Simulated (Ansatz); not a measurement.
Level of theory: DFT PBE, scalar-relativistic, plane waves, PAW (Ansatz). All cells share a 420 eV cutoff and Γ-centred k meshes spaced at most about 0.3 Å⁻¹ (about 0.25 or finer for metals, 2π included). Collinear spin in cells that started with moments and kept them past the coarse steps, no spin elsewhere.

Temperature and zero-point effects are left out.

Compare these two cells of Co2Si, each relaxed at this level.

A. (site moments Co 0.7 (×2) μB)

```
Co Si
1.0
     3.79201    0.00000    0.00000
     0.00000    3.79201    0.00000
     0.00000    0.00000    2.61248
Co Si
2 1
Cartesian
  1.8960 0.0000 1.3062
  0.0000 1.8960 1.3062
  1.8960 1.8960 0.0000
```

B. (site moments Co 1.3 (×2) μB)

```
Co Si
1.0
     2.30131   -4.01122    0.00000
     2.30131    4.01122    0.00000
     0.00000    0.00000    2.42324
Co Si
2 1
Cartesian
  1.1507 2.0056 1.2116
  1.1507 -2.0056 1.2116
  2.3013 0.0000 1.2116
```

Task: Which is lower in energy, and by how much?

Result: A is lower, by 0.62 eV/atom. A has space group P4/mmm (No. 123), 12.5 Å³/atom and no gap on its mesh; B has space group Cmmm (No. 65), 14.9 Å³/atom and no gap. Counting Si atoms around Co (those within 1.25 times the shortest such distance or 1.15 times the sum of covalent radii), A has Co 4 and B has Co 2. B holds Si–Si chains (shortest 2.42 Å); in A the shortest Si–Si distance is 2.61 Å, near bonding range too. The denser one is the lower, and pressure would at first widen the difference. In A, around Co lie 4 Si at 2.30 Å and 6 Co at 2.61–2.68 Å; Si has 8 Co at 2.30 Å and 2 Si at 2.61 Å. In B, around Co lie 4 Co at 2.30–2.42 Å and 2 Si at 2.31 Å; around Si lie 4 Co at 2.31 Å and 2 Si at 2.42 Å. Both come from invented guesses. A third cell relaxed alike, in P4/mmm, lies 33 meV/atom below the lower of the two. The part of the Crystallography Open Database at hand lists Co2Si in space group No. 62, which no cell shown has.

Another magnetic order may lie lower. Cells relaxed within their symmetry can be saddle points.
